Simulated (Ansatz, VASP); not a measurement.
# One calculation of Na2I, two programs

File INCAR:

```
SYSTEM = Na2I
PREC     = Accurate       ! precision mode
ENCUT    = 520            ! plane-wave cutoff, eV
EDIFF    = 1E-6           ! SCF threshold, eV
ISMEAR   = 0              ! smearing method
SIGMA    = 0.1            ! smearing width, eV
LREAL    = .False.        ! projectors in reciprocal space
LASPH    = .True.         ! aspherical terms in the spheres
NELM     = 60             ! most SCF steps
ALGO     = Normal         ! electronic algorithm
ISIF     = 2              ! what is computed and relaxed
LWAVE    = .False.        ! write WAVECAR
LCHARG   = .True.         ! write CHGCAR
GGA      = PE             ! functional
LELF     = .True.         ! ELF
LVHAR    = .True.       
NBANDS   = 18             ! bands
```

File KPOINTS:

```
Automatic mesh
0
Gamma
  6 6 4
  0 0 0
```

File POSCAR:

```
Na2I
1.0
    4.7791018800      0.0000000000      0.0000000000
   -2.3895509400      4.1388236300      0.0000000000
    0.0000000000      0.0000000000      5.0687089200
Na I
2 1
Direct
    0.3333333300      0.6666666700      0.0000000000
    0.6666666700      0.3333333300      0.0000000000
    0.0000000000      0.0000000000      0.5000000000
```

Input for Ansatz:

```yaml
crystal:
  lattice:
    - [4.77910188, 0.0, 0.0]
    - [-2.38955094, 4.13882363, 0.0]
    - [0.0, 0.0, 5.06870892]
  atoms:
    - { symbol: Na, position: [0.33333333, 0.66666667, 0.0] }
    - { symbol: Na, position: [0.66666667, 0.33333333, 0.0] }
    - { symbol: I, position: [0.0, 0.0, 0.5] }
basis:
  ecutwfc: 420
kpoints:
  mp_grid: { grid: [6, 6, 4] }
hamiltonian:
  xc: pbe
scf:
  occupations: { method: gaussian, width: 0.1 }
  lower_state_search: "off"
output:
  forces: true
  stress: true
  eigenvalues: true
```

Alike in both runs: task single point; functional PBE; k mesh 6 × 6 × 4; occupations gaussian, width 0.1 eV; no spin polarisation.

```csv
,VASP,Ansatz
version,VASP 6.6.1,Ansatz 0.2.0
potentials or method,"VASP PAW PBE potentials, release 64 (Na_pv, I)","scalar-relativistic, plane waves, PAW"
plane-wave cutoff (eV),520,420
valence electrons in the cell,21,35
```

```tsv
	VASP	Ansatz	Ansatz less VASP
gap on the k mesh at the Fermi level (eV)	none	none	-
pressure (GPa)	1.6	1.6	0.00
largest component of the traceless stress (GPa)	3.57	3.57	0.000
```

A gap of «none» marks a metal or a gap that the smearing closes. The two sets of potentials don't hold the same shells in valence.

Caveats: an odd number of electrons without spin polarisation forces a metal; a magnetic or distorted state may lie lower. Spin-orbit coupling is left out, which matters for the levels of I.
